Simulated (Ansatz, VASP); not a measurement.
# One calculation of Zn, two programs

Contents of INCAR:

```
ALGO = Normal
EDIFF = 1E-6
ENCUT = 520
GGA = PE
ISIF = 2
ISMEAR = 0
LASPH = T
LCHARG = F
LREAL = F
LWAVE = F
NBANDS = 19
NELM = 100
PREC = Accurate
SIGMA = 0.1
```

Contents of KPOINTS:

```
k-points
0
Gamma
  21 21 10
```

Contents of POSCAR:

```
Zn
1.0
    2.3899373741      0.0000000000      0.0000000000
   -1.1949686871      2.0697464794      0.0000000000
    0.0000000000      0.0000000000      4.1579995611
Zn
2
Direct
    0.3333333333      0.6666666667      0.2500000000
    0.6666666667      0.3333333333      0.7500000000
```

Input for Ansatz:

```yaml
crystal:
  lattice:
    - [2.3899373741, 0.0, 0.0]
    - [-1.1949686871, 2.0697464794, 0.0]
    - [0.0, 0.0, 4.1579995611]
  atoms:
    - { symbol: Zn, position: [0.3333333333, 0.6666666667, 0.25] }
    - { symbol: Zn, position: [0.6666666667, 0.3333333333, 0.75] }
basis:
  ecutwfc: 420
kpoints:
  mp_grid: { grid: [21, 21, 10] }
hamiltonian:
  xc: pbe
scf:
  occupations: { method: gaussian, width: 0.1 }
output:
  forces: true
  stress: true
  eigenvalues: true
```

Alike in both runs: task single point; functional PBE; k mesh 21 × 21 × 10; occupations gaussian, width 0.1 eV; no spin polarisation.

|  | VASP | Ansatz |
| --- | --- | --- |
| version | VASP 6.6.1 | Ansatz 0.2.0 |
| potentials or method | VASP PAW PBE potentials, release 64 (Zn) | scalar-relativistic, plane waves, PAW |
| plane-wave cutoff (eV) | 520 | 420 |
| valence electrons in the cell | 24 | 24 |

|  | VASP | Ansatz | Ansatz less VASP |
| --- | --- | --- | --- |
| gap on the k mesh at the Fermi level (eV) | none | none | - |
| pressure (GPa) | 74.8 | 73.5 | -1.33 |
| largest component of the traceless stress (GPa) | 10.62 | 10.34 | -0.287 |

A gap of «none» marks a metal or a gap that the smearing closes.

Caveats: the cell as given lies far from equilibrium; so large a pressure means that the cell lies far from this level's equilibrium, or that cutoff or potentials fall short (VASP).
